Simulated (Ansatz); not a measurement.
Br: computed DOS

Space group Fm-3m (No. 225). a = 4.723 Å, b = 4.723 Å, c = 4.723 Å, α = 90.00°, β = 90.00°, γ = 90.00°
```tsv
atom	site	symmetry	x	y	z
Br	4a	m-3m	0.0000	0.0000	0.0000
```

The runs use the primitive cell with vectors (0.000, 2.362, 2.362), (2.362, 0.000, 2.362), (2.362, 2.362, 0.000) Å, to which the k mesh refers.

The cell was built from the fcc type and relaxed in the same program, and has space group Fm-3m; it needn't be a known or the stable phase.

The calculation used DFT, PBE, all-electron LAPW, scalar-relativistic (Ansatz 0.2.0).

Numerical set-up: a Γ-centred 16×16×16 k mesh, Fermi–Dirac smearing of 0.03 eV, basis error target 0.25 meV/atom, no spin polarisation.

States per eV and cell, averaged over 0.6 eV, from -4.6 to 1.2 eV, with energies (bin centres) from the Fermi level; empty bins are left out. 

```
E (eV)  total
  -4.4   0.19
  -3.8   1.18
  -3.2   1.23
  -2.6   0.66
  -2.0   0.84
  -1.4   1.07
  -0.8   1.73
  -0.2   1.78
   0.4   1.21
   1.0   0.11
```
